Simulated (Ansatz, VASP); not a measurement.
Two plane-wave programs on Nb

```
Nb
1.0
     0.00000    2.04264    2.04264
     2.04264    0.00000    2.04264
     2.04264    2.04264    0.00000
Nb
1
Cartesian
  0.0000 0.0000 0.0000
```

Alike in both runs: task single point; functional PBEsol; k mesh 18 × 18 × 18; occupations gaussian, width 0.1 eV; no spin polarisation.

|  | VASP | Ansatz |
| --- | --- | --- |
| version | VASP 6.6.1 | Ansatz 0.2.0 |
| potentials or method | VASP PAW PBE potentials, release 64 (Nb_sv) | scalar-relativistic, plane waves, PAW |
| plane-wave cutoff (eV) | 520 | 420 |
| valence electrons in the cell | 13 | 13 |

```csv
,VASP,Ansatz,Ansatz less VASP
gap on the k mesh at the Fermi level (eV),none,none,-
pressure (GPa),11.7,12.1,+0.31
```

A gap of «none» marks a metal or a gap that the smearing closes. The functional is the same, so the differences come from potentials, cutoffs and numerics.

Caveats: the PAW data sets were made with another functional, which shifts forces and pressure a little (VASP).
